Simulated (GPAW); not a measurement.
Here is a GPAW 26.7.0 calculation.

run.py

```python
from ase import Atoms
from ase.filters import FrechetCellFilter
from ase.io import write
from ase.optimize import BFGS
from ase.units import GPa
from gpaw import GPAW, PW, setup_paths

setup_paths.insert(0, '.')

atoms = Atoms(['In', 'P'],
              cell=[[0.0, 2.9305, 2.9305],
                    [2.9305, 0.0, 2.9305],
                    [2.9305, 2.9305, 0.0]],
              scaled_positions=[[0.0, 0.0, 0.0],
                                [0.75, 0.75, 0.75]],
              pbc=True)

calc = GPAW(mode=PW(600),
            xc='PBEsol',
            kpts={'size': (8, 8, 8), 'gamma': True},
            occupations={'name': 'fermi-dirac', 'width': 0.05},
            nbands=18,
            convergence={'density': 1e-05, 'forces': 0.0001},
            maxiter=150,
            txt='gpaw.txt')
atoms.calc = calc
opt = BFGS(FrechetCellFilter(atoms, scalar_pressure=2 * GPa), trajectory='relax.traj', logfile='-')
done = opt.run(fmax=0.02, steps=60)
calc.write('gs.gpw')
write('result.traj', atoms)
print('Converged:', done)
print('Cell:', atoms.cell.cellpar().round(4))
print('Volume:', round(atoms.get_volume(), 4))
print(atoms.get_scaled_positions().round(5))
```

Potentials or basis: PAW data sets generated in the run's folder for this functional, pw.

Command:

```bash
$ gpaw-setup -f PBEsol In P
$ OMP_NUM_THREADS=1 python run.py
```

**Question.** What does it give for the band gap on the k mesh?

**Answer.** 0.73 eV, direct.

**Question.** Estimate the relaxed cell.

**Answer.** a = 4.113 Å, b = 4.113 Å, c = 4.113 Å, α = 60.00°, β = 60.00°, γ = 60.00°.

**Question.** Predict the relaxed volume.

**Answer.** 24.60 Å³/atom.

**Question.** Estimate the space group after relaxing (to 0.05 Å).

**Answer.** F-43m (No. 216).

Final structure:
```
In P
1.0
     0.00000    2.90818    2.90818
     2.90818    0.00000    2.90818
     2.90818    2.90818    0.00000
In P
1 1
Cartesian
  0.0000 0.0000 0.0000
  4.3623 4.3623 4.3623
```

Caveat: later steps reuse the first step's grids; spin-orbit coupling is left out, which moves the levels of the heavy elements. Expect the measured gap to be larger: semilocal functionals such as PBEsol lack the derivative discontinuity.
